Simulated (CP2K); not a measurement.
Crystal: EuS.

```
Eu S
1.0
     4.21224    0.00000    0.00000
     2.10612    3.64790    0.00000
     2.10612    1.21597    3.43928
Eu S
1 1
Direct
  0.00000 0.00000 0.00000
  0.50000 0.50000 0.50000
```

Program: CP2K 2026.2. Alike in all runs: task band structure; spin collinear, ferromagnetic start; cell as given; k mesh 8 × 8 × 8.

Problem. Order these runs on this cell by their pressure, lowest first.
A. level PBEsol; potentials or basis GTH_POTENTIALS Eu GTH-PBE-q17; POTENTIAL_UZH S GTH-PBE-q6; DZVP-MOLOPT-SR-GTH, DZVP-MOLOPT-PBE-GTH basis; smearing fermi-dirac 0.01 eV; EPS_DEFAULT 1.0E-9; NGRIDS 4; points a segment of the path (NPOINTS) 10; bands added on the path 6; CUTOFF of the grids 450 Ry
B. level LDA; potentials or basis GTH_POTENTIALS Eu GTH-PADE-q17, S GTH-PADE-q6; DZVP-MOLOPT-SR-GTH, DZVP-MOLOPT-PBE-GTH basis; smearing fermi-dirac 0.01 eV; EPS_DEFAULT 1.0E-10; NGRIDS 5; points a segment of the path (NPOINTS) 6; bands added on the path 2; CUTOFF of the grids 450 Ry
C. level r2SCAN; potentials or basis POTENTIAL_UZH Eu GTH-SCAN-q17, S GTH-SCAN-q6; DZVP-MOLOPT-SR-GTH, DZVP-MOLOPT-SCAN-GTH basis; smearing fermi-dirac 0.0259 eV; EPS_DEFAULT 1.0E-9; NGRIDS 5; points a segment of the path (NPOINTS) 6; bands added on the path 2; CUTOFF of the grids 675 Ry

Solution. B (-4.0 GPa), A (-1.4 GPa), C (0.5 GPa).

Caveats: the basis of atomic orbitals isn't converged, which shifts pressures, moduli and gaps; the total moment is fixed, so each spin has its own Fermi level; a cell with one magnetic atom can't hold antiferromagnetic order, which such compounds often take; the potentials were made for another functional, which shifts forces and pressure (some runs).
